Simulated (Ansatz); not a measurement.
I need a dielectric-dependent hybrid calculation of BN, space group P1. Use the Python package of Ansatz (0.2.0). Use (first run): PBEsol, PAW, the default cutoff (420 eV here), 6×6×4 k-points, fixed occupations.

Input file `bn.cif`:
```cif
data_BN
_cell_length_a 2.508041
_cell_length_b 2.508041
_cell_length_c 3.273757
_cell_angle_alpha 101.10705
_cell_angle_beta 101.10705
_cell_angle_gamma 119.80736
_symmetry_space_group_name_H-M 'P 1'
_symmetry_Int_Tables_number 1
loop_
_symmetry_equiv_pos_as_xyz
'x, y, z'
loop_
_atom_site_label
_atom_site_type_symbol
_atom_site_fract_x
_atom_site_fract_y
_atom_site_fract_z
B1 B    0.979643    0.983499    0.001806
N2 N    0.668506    0.332385    0.984999
```

`ddh_bn.py`
```python
"""A hybrid whose exact exchange is one over the dielectric constant of BN."""

import ansatz as az
from ase.io import read
import numpy as np

params = {
    "kmesh": (6, 6, 4),
    "occupations": "fixed",
}


def count_gap(report):
    # lowest empty less highest filled band, counting bands; zero where they overlap
    return max(report.get("gap_by_band_count_ev") or 0.0, 0.0)

atoms = read("bn.cif")
bn = az.Crystal.from_ase(atoms)

model = bn.calculation()
model = model.kpoints(*params["kmesh"]).occupations(params["occupations"])
model = model.band_table()
semilocal = model.functional("pbesol").run(threads=1, backend="cpu").report
hybrid = model.functional(exchange="pbesol", correlation="pbesol", exact_fraction="inverse_dielectric").run(threads=1, backend="cpu").report
alpha = hybrid["hybrid"]["exact_exchange_fraction"]
print(f"fraction of exact exchange {alpha:.4f}, so eps_inf = {1 / alpha:.2f}")
print(f"gap by band count: {count_gap(semilocal):.3f} eV semilocal, {count_gap(hybrid):.3f} eV hybrid")
```

```console
$ python ddh_bn.py
DeckWarning: basis.ecutwfc = 420 eV, auto-derived from the records' recommended cutoffs: set by B (normal level)
fraction of exact exchange 0.2195, so eps_inf = 4.56
gap by band count: 2.868 eV semilocal, 4.550 eV hybrid
```
(Warnings from the package without file and line.)

The fraction is 0.2195, one over a mean dielectric constant (a third of the trace) of 4.56. It opens the gap from 2.868 to 4.550 eV, by 1.68 eV.

Notes:
- Energy and stress may still move on a finer k-point mesh.
- Averages over directions belong to no single polarisation, least of all in layered crystals.
- The structure comes from a database of computed cells and needn't be a stable or known phase.
- Levels are Kohn-Sham eigenvalues on this mesh.
- The gaps are those of a coarse mesh; the run finds the dielectric constant of the semilocal functional on meshes of its own.
- Hardware and time: 32 s on 1 thread of Arm Neoverse V1, with other jobs on the host, peak memory 0.72 GiB.
